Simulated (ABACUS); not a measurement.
# InAs (Fm-3m) in ABACUS: further runs

Runs on InAs. Level: PBE. Tasks: single point, relaxation of cell and atoms.

All numbers are computed with ABACUS 3.10.1; they aren't measurements. Logs are shortened: lines on timing, memory, paths and dates and some standing lists are left out, and cuts for length are marked.

## Step 1: The crystal as given

Symmetry: Fm-3m, No. 225, cubic system. The conventional cell has a = 5.755 Å, b = 5.755 Å, c = 5.755 Å, α = 90.00°, β = 90.00°, γ = 90.00°. Around In (site symmetry m-3m) lie 6 As at 2.88 Å. As (site symmetry m-3m) is surrounded by 6 In at 2.88 Å.

Measurements of this composition are mostly on another form, of space group No. 216.

## Step 2: Single point, PBE

Input file INPUT:

```
INPUT_PARAMETERS
suffix              InAs
calculation         scf
basis_type          pw
pseudo_dir          ./
latname             fcc
symmetry            1
dft_functional      pbe
ecutwfc             84
pseudo_rcut         10
nspin               1
nbands              24
ks_solver           dav
smearing_method     fd
smearing_sigma      0.00367493
scf_thr             1e-08
scf_nmax            100
mixing_type         broyden
mixing_beta         0.7
cal_force           1
cal_stress          1
out_chg             1
kpar                4
```

Input file STRU:

```
ATOMIC_SPECIES
In 114.8180 49_In_13_2.5_3.1_pbe_n_v1.0.upf
As 74.9216 33_As_15_1.8_2.1_pbe_n_v1.0.upf

LATTICE_CONSTANT
10.8746330746

ATOMIC_POSITIONS
Direct

In
0.0
1
0.5000000000 0.5000000000 0.5000000000 1 1 1

As
0.0
1
0.0000000000 0.0000000000 0.0000000000 1 1 1
```

Input file KPT:

```
K_POINTS
0
Gamma
6 6 6 0 0 0
```

Potentials or basis: SPMS ONCV 1.0 PBE, plane waves.

Run with:

```bash
$ OMP_NUM_THREADS=1 mpirun -np 4 abacus > log
```

running log:

```text
ABACUS v3.10.1

               Atomic-orbital Based Ab-initio Computation at UStc

 ------------------------------------------------------------------------------------

 READING GENERAL INFORMATION
                           global_out_dir = OUT.InAs/
                           global_in_card = INPUT
                               pseudo_dir = ./
                              orbital_dir =
                                    DSIZE = 4
                                    GSIZE = 1

 READING UNITCELL INFORMATION
                                    ntype = 2
                  lattice constant (Bohr) = 10.8746
              lattice constant (Angstrom) = 5.75461

 READING ATOM TYPE 1
                               atom label = In
                      L=0, number of zeta = 1
                      L=1, number of zeta = 1
                      L=2, number of zeta = 1
             number of atom for this type = 1

 READING ATOM TYPE 2
                               atom label = As
                      L=0, number of zeta = 1
                      L=1, number of zeta = 1
                      L=2, number of zeta = 1
             number of atom for this type = 1

                        TOTAL ATOM NUMBER = 2
DIRECT COORDINATES
    atom                   x                   y                   z     mag                  vx                  vy                  vz
taud_In1            0.5000000000        0.5000000000        0.5000000000  0.0000        0.0000000000        0.0000000000        0.0000000000
taud_As1            0.0000000000        0.0000000000        0.0000000000  0.0000        0.0000000000        0.0000000000        0.0000000000

                          Volume (Bohr^3) = 321.502
                             Volume (A^3) = 47.6416

 Lattice vectors: (Cartesian coordinate: in unit of a_0)
                 -0.5                  +0                +0.5
                   +0                +0.5                +0.5
                 -0.5                +0.5                  +0
 Reciprocal vectors: (Cartesian coordinate: in unit of 2 pi/a_0)
                   -1                  -1                  +1
                   +1                  +1                  +1
                   -1                  +1                  -1
 The esolver type has been set to : ksdft_pw

                PAO radial cut off (Bohr) = 10

 Read in pseudopotential file is 49_In_13_2.5_3.1_pbe_n_v1.0.upf
                     pseudopotential type = NC
          exchange-correlation functional = PBE
                 nonlocal core correction = 1
                        valence electrons = 13
                                     lmax = 2
                           number of zeta = 3
                     number of projectors = 6
                           L of projector = 0
                           L of projector = 0
                           L of projector = 1
                           L of projector = 1
                           L of projector = 2
                           L of projector = 2
                PAO radial cut off (Bohr) = 10

 Read in pseudopotential file is 33_As_15_1.8_2.1_pbe_n_v1.0.upf
                     pseudopotential type = NC
          exchange-correlation functional = PBE
                 nonlocal core correction = 1
                        valence electrons = 15
                                     lmax = 2
                           number of zeta = 3
                     number of projectors = 6
                           L of projector = 0
                           L of projector = 0
                           L of projector = 1
                           L of projector = 1
                           L of projector = 2
                           L of projector = 2
     initial pseudo atomic orbital number = 18

 SETUP THE ELECTRONS NUMBER
            electron number of element In = 13
      total electron number of element In = 13
            electron number of element As = 15
      total electron number of element As = 15
            AUTOSET number of electrons:  = 28
                           occupied bands = 14
                                   NBANDS = 24
                                   NLOCAL = 18

%%%%%%%%%%%%%%%%%%%%%%%%%%%%%%%%%%%%%%%%%%%%%%%%%%%%%%%%%%%%%%%%%%%%%%%%%%%%%%%%%%%%%%%%%%%%%%%%%%%%%%%%%%
 Warning: the number of valence electrons in pseudopotential > 3 for In: [Kr] 4d10 5s2 5p1
 Warning: the number of valence electrons in pseudopotential > 5 for As: [Ar] 3d10 4s2 4p3
 Pseudopotentials with additional electrons can yield (more) accurate outcomes, but may be less efficient.
 If you're confident that your chosen pseudopotential is appropriate, you can safely ignore this warning.
%%%%%%%%%%%%%%%%%%%%%%%%%%%%%%%%%%%%%%%%%%%%%%%%%%%%%%%%%%%%%%%%%%%%%%%%%%%%%%%%%%%%%%%%%%%%%%%%%%%%%%%%%%

 SETUP THE PLANE WAVE BASIS
 energy cutoff for charge/potential (unit:Ry) = 336
            fft grid for charge/potential = [ 45, 45, 45 ]
                        fft grid division = [ 1, 1, 1 ]
        big fft grid for charge/potential = [ 45, 45, 45 ]
                                     nbxx = 91125
[... 53 lines left out ...]
                   Input type of k points = Monkhorst-Pack(Gamma)
                                   nkstot = 216
                       right hand lattice = 1
(for reciprocal lattice: )
                             BRAVAIS TYPE = 2
                     BRAVAIS LATTICE NAME = 02. Cubic I (body-centered)
                                    ibrav = 2
                       right hand lattice = 1
(for k-lattice: )
                             BRAVAIS TYPE = 2
                     BRAVAIS LATTICE NAME = 02. Cubic I (body-centered)
                                    ibrav = 2
                       right hand lattice = 1
                        ROTATION MATRICES = 48
                               nkstot_ibz = 16
K-POINTS REDUCTION ACCORDING TO SYMMETRY
     IBZ    DIRECT_X    DIRECT_Y    DIRECT_Z  WEIGHT  ibz2bz
       1  0.00000000  0.00000000  0.00000000  0.0046       0
       2  0.16666667  0.16666667  0.16666667  0.0370       1
       3  0.33333333  0.33333333  0.33333333  0.0370       2
       4  0.50000000  0.50000000  0.50000000  0.0185       3
       5  0.16666667  0.16666667  0.00000000  0.0278       7
       6  0.33333333  0.33333333  0.16666667  0.1111       8
[... 8 lines left out ...]
      15  0.50000000  0.33333333 -0.33333333  0.1111      52
      16  0.50000000  0.33333333 -0.16666667  0.0556      58

                               nkstot now = 16
[... K-POINTS DIRECT COORDINATES: 16 rows ...]

           k-point number in this process = 4
       minimum distributed K point number = 4
[... stars of the k points ...]

[... K-POINTS CARTESIAN COORDINATES: 4 rows ...]

[... K-POINTS DIRECT COORDINATES: 4 rows ...]

 SETUP PLANE WAVES FOR WAVE FUNCTIONS
     energy cutoff for wavefunc (unit:Ry) = 84
              fft grid for wave functions = [ 45, 45, 45 ]
                    number of plane waves = 4909
                         number of sticks = 379

 PARALLEL PW FOR WAVE FUNCTIONS
     PROC   COLUMNS(POT)             PW
        1            379           4909
 --------------- sum -------------------
        1            379           4909

 SETUP NONLOCAL PSEUDOPOTENTIALS IN PLANE WAVE BASIS
 In non-local projectors:
 projector 1 L=0
 projector 2 L=0
 projector 3 L=1
 projector 4 L=1
 projector 5 L=2
 projector 6 L=2
 As non-local projectors:
 projector 1 L=0
 projector 2 L=0
 projector 3 L=1
 projector 4 L=1
 projector 5 L=2
 projector 6 L=2
      TOTAL NUMBER OF NONLOCAL PROJECTORS = 36

 Init Non-Local PseudoPotential table :
 Init Non-Local-Pseudopotential done.

                                     npwx = 4279

 Make real space PAO into reciprocal space.
       max mesh points in Pseudopotential = 1001
     dq(describe PAO in reciprocal space) = 0.01
                                    max q = 1104

 number of pseudo atomic orbitals for In is 3
WARNING: norm of atomic wavefunction # 2 of atomic type In is 0.999992, renormalized
WARNING: norm of atomic wavefunction # 3 of atomic type In is 0.998067, renormalized

 number of pseudo atomic orbitals for As is 3
WARNING: norm of atomic wavefunction # 3 of atomic type As is 0.99996, renormalized

 -------------------------------------------
 SELF-CONSISTENT
 -------------------------------------------
                                 init_chg = atomic

 PW ALGORITHM --------------- ION=   1  ELEC=   1--------------------------------

 Notice: Threshold on eigenvalues was too large.
 hsover_error=0.28 > DRHO=0.0414335
 Origin diag ethr = 0.01
 New diag ethr = 0.000147977

 Density error is 0.0408448035411
                          Error Threshold = 0.000147976655462
----------------------------------------------------------
     Energy           Rydberg                 eV
----------------------------------------------------------
 E_KohnSham     -320.8358937024      -4365.1962772756
 E_Harris       -320.7717880490      -4364.3240751153
 E_Fermi        0.7816849585         10.6353694768
----------------------------------------------------------
[... 63 lines left out ...]
 Density error is 4.19238048629e-09
                          Error Threshold = 1.19197954512e-10
----------------------------------------------------------
     Energy           Rydberg                 eV
----------------------------------------------------------
 E_KohnSham     -320.8465327888      -4365.3410294717
 E_KS(sigma->0) -320.8460421863      -4365.3343544823
 E_Harris       -320.8464291832      -4365.3396198448
 E_band         -16.8068899642       -228.6694691727
 E_one_elec     -113.1882387430      -1540.0049934890
 E_Hartree      73.5944965638        1001.3044947094
 E_xc           -76.0557842161       -1034.7920311974
 E_Ewald        -205.1960251886      -2791.8351495160
 E_entropy(-TS) -0.0009812050        -0.0133499787
 E_descf        0.0000000000         0.0000000000
 E_exx          0.0000000000         0.0000000000
 E_Fermi        0.8021731388         10.9141254702
----------------------------------------------------------

 charge density convergence is achieved
 final etot is -4365.3410295 eV
 EFERMI = 10.91412547 eV

 STATE ENERGY(eV) AND OCCUPATIONS    NSPIN == 1
 1/4 kpoint (Cartesian) = 0.0000 0.0000 0.0000 (4279 pws)
       1       -24.3064     0.00925926
       2       -24.3064     0.00925926
       3       -24.3008     0.00925926
       4       -24.3008     0.00925926
       5       -24.3008     0.00925926
       6       -3.48504     0.00925926
[... 94 lines left out ...]
      23        24.4257        0.00000
      24        24.4257        0.00000

------------------------------------------------------------------------------------------
 TOTAL-FORCE (eV/Angstrom)
------------------------------------------------------------------------------------------
                       In1         0.0000000000         0.0000000000         0.0000000000
                       As1         0.0000000000         0.0000000000         0.0000000000
------------------------------------------------------------------------------------------

----------------------------------------------------------------
 TOTAL-STRESS (KBAR)
----------------------------------------------------------------
         0.7538051693         0.0000000000         0.0000000000
         0.0000000000         0.7538051693        -0.0000000000
         0.0000000000         0.0000000000         0.7538051693
----------------------------------------------------------------
 TOTAL-PRESSURE: 0.753805 KBAR

 --------------------------------------------
 !FINAL_ETOT_IS -4365.3410294716632052 eV
 --------------------------------------------
```

It took 5.7 s on 4 MPI ranks of Intel Xeon Platinum 8559C (Emerald Rapids), shared host; peak memory 0.44 GiB.

What came out:

```
Free energy            : -4365.3410 eV
Pressure               : 0.1 GPa
Band gap on the k mesh : none (metal or under the smearing width)
```

Levels at points of the mesh, in eV from the Fermi level:
| k point | band 10 | band 11 | band 12 | band 13 | band 14 | band 15 | band 16 | band 17 | band 18 |
| --- | --- | --- | --- | --- | --- | --- | --- | --- | --- |
| (0.00, 0.00, 0.00) | -14.38 | -12.13 | -0.71 | -0.22 | -0.22 | -0.22 | 7.17 | 7.17 | 7.17 |
| (0.50, 0.50, 0.50) | -14.33 | -10.47 | -6.54 | 0.14 | 0.14 | 2.10 | 3.25 | 3.25 | 4.35 |
| (0.50, 0.50, 0.00) | -14.31 | -9.61 | -4.73 | -2.97 | -2.25 | -2.25 | 3.86 | 9.16 | 9.16 |

## Step 3: Relaxation of cell and atoms, PBE

Input file INPUT:

```
INPUT_PARAMETERS
suffix              InAs
calculation         cell-relax
basis_type          pw
pseudo_dir          ./
symmetry            1
dft_functional      pbe
ecutwfc             84
pseudo_rcut         10
nspin               1
nbands              18
ks_solver           dav
smearing_method     fd
smearing_sigma      0.00367493
scf_thr             1e-08
scf_nmax            100
mixing_type         broyden
mixing_beta         0.7
cal_force           1
cal_stress          1
relax_nmax          60
force_thr_ev        0.005
relax_method        cg
out_stru            1
stress_thr          1
kpar                4
```

Changes to STRU since step 2:

```diff
@@ -5,3 +5,8 @@
 LATTICE_CONSTANT
-10.8746330746
+1.8897261246
+
+LATTICE_VECTORS
+0.0000000000 2.8773040000 2.8773040000
+2.8773040000 0.0000000000 2.8773040000
+2.8773040000 2.8773040000 0.0000000000
```

KPT is that of step 2.

Potentials or basis: SPMS ONCV 1.0 PBE, plane waves.

Run with:

```bash
$ OMP_NUM_THREADS=1 mpirun -np 4 abacus > log
```

running log:

```text
ABACUS v3.10.1

               Atomic-orbital Based Ab-initio Computation at UStc

 ------------------------------------------------------------------------------------

 READING GENERAL INFORMATION
                           global_out_dir = OUT.InAs/
                           global_in_card = INPUT
                               pseudo_dir = ./
                              orbital_dir =
                                    DSIZE = 4
                                    GSIZE = 1

 READING UNITCELL INFORMATION
                                    ntype = 2
                  lattice constant (Bohr) = 1.88973
              lattice constant (Angstrom) = 1

 READING ATOM TYPE 1
                               atom label = In
                      L=0, number of zeta = 1
                      L=1, number of zeta = 1
                      L=2, number of zeta = 1
             number of atom for this type = 1

 READING ATOM TYPE 2
                               atom label = As
                      L=0, number of zeta = 1
                      L=1, number of zeta = 1
                      L=2, number of zeta = 1
             number of atom for this type = 1

                        TOTAL ATOM NUMBER = 2
DIRECT COORDINATES
    atom                   x                   y                   z     mag                  vx                  vy                  vz
[... 306 lines left out ...]
 E_KS(sigma->0) -320.8460421924      -4365.3343545656
 E_Harris       -320.8464829558      -4365.3403514589
 E_band         -16.8068552827       -228.6689973066
 E_one_elec     -113.1882625163      -1540.0053169415
 E_Hartree      73.5945136705        1001.3047274581
 E_xc           -76.0557775580       -1034.7919406094
 E_Ewald        -205.1960251917      -2791.8351495589
 E_entropy(-TS) -0.0009811939        -0.0133498278
 E_descf        0.0000000000         0.0000000000
 E_exx          0.0000000000         0.0000000000
 E_Fermi        0.8021788138         10.9142026823
----------------------------------------------------------

 charge density convergence is achieved
 final etot is -4365.3410295 eV
 EFERMI = 10.914202682 eV

 STATE ENERGY(eV) AND OCCUPATIONS    NSPIN == 1
 1/4 kpoint (Cartesian) = 0.0000 0.0000 0.0000 (4279 pws)
       1       -24.3068     0.00925926
       2       -24.3068     0.00925926
       3       -24.3012     0.00925926
       4       -24.3012     0.00925926
       5       -24.3012     0.00925926
       6       -3.48471     0.00925926
[... 59 lines left out ...]
       6       -3.53497      0.0370370
[... 10 lines left out ...]
      17        14.1677    2.03742e-30
      18        15.2661    5.86329e-40

------------------------------------------------------------------------------------------
 TOTAL-FORCE (eV/Angstrom)
------------------------------------------------------------------------------------------
                       In1         0.0000000000         0.0000000000         0.0000000000
                       As1         0.0000000000         0.0000000000         0.0000000000
------------------------------------------------------------------------------------------

----------------------------------------------------------------
 TOTAL-STRESS (KBAR)
----------------------------------------------------------------
         0.8163414447        -0.0000000000        -0.0000000000
        -0.0000000000         0.8163414447         0.0000000000
        -0.0000000000         0.0000000000         0.8163414447
----------------------------------------------------------------
 TOTAL-PRESSURE: 0.816341 KBAR

 Largest gradient in force is 0.000000 eV/A.
 Threshold is 0.005000 eV/A.

 Largest gradient in stress is 0.816341 kbar.
 Threshold is 1.000000 kbar.

 Relaxation is converged!

 --------------------------------------------
 !FINAL_ETOT_IS -4365.3410294795521622 eV
 --------------------------------------------
```

stdout:

```text
ABACUS v3.10.1

               Atomic-orbital Based Ab-initio Computation at UStc

%%%%%%%%%%%%%%%%%%%%%%%%%%%%%%%%%%%%%%%%%%%%%%%%%%%%%%%%%%%%%%%%%%%%%%%%%%%%%%%%%%%%%%%%%%%%%%%%%%%%%%%%%
 Warning: the number of valence electrons in pseudopotential > 3 for In: [Kr] 4d10 5s2 5p1
[... 36 lines left out ...]
         0.8163414447        -0.0000000000        -0.0000000000
        -0.0000000000         0.8163414447         0.0000000000
        -0.0000000000         0.0000000000         0.8163414447
----------------------------------------------------------------
 TOTAL-PRESSURE: 0.816341 KBAR

 ETOT DIFF (eV)       : 0.000000
 LARGEST GRAD (eV/A)  : 0.000000
```

It took 4.5 s on 4 MPI ranks of Intel Xeon Platinum 8559C (Emerald Rapids), shared host; peak memory 0.4 GiB.

What came out:

| Quantity | Value |
| --- | --- |
| Free energy | -4365.3410 eV |
| Pressure after relaxing | 0.1 GPa |
| Band gap on the k mesh | none (metal or under the smearing width) |

Final structure:
```
In As
1.0
     0.00000    2.87730    2.87730
     2.87730    0.00000    2.87730
     2.87730    2.87730    0.00000
In As
1 1
Direct
  0.50000 0.50000 0.50000
  0.00000 0.00000 0.00000
```

Levels at points of the mesh, in eV from the Fermi level:
| k point | band 11 | band 12 | band 13 | band 14 | band 15 | band 16 |
| --- | --- | --- | --- | --- | --- | --- |
| (0.00, 0.00, 0.00) | -12.13 | -0.71 | -0.22 | -0.22 | -0.22 | 7.46 |
| (0.50, 0.50, 0.50) | -10.47 | -6.54 | 0.14 | 0.14 | 2.10 | 3.25 |
| (0.50, 0.50, 0.00) | -9.61 | -4.73 | -2.97 | -2.25 | -2.25 | 3.86 |

Caveat: the relaxation stopped at its first step, so nothing moved.
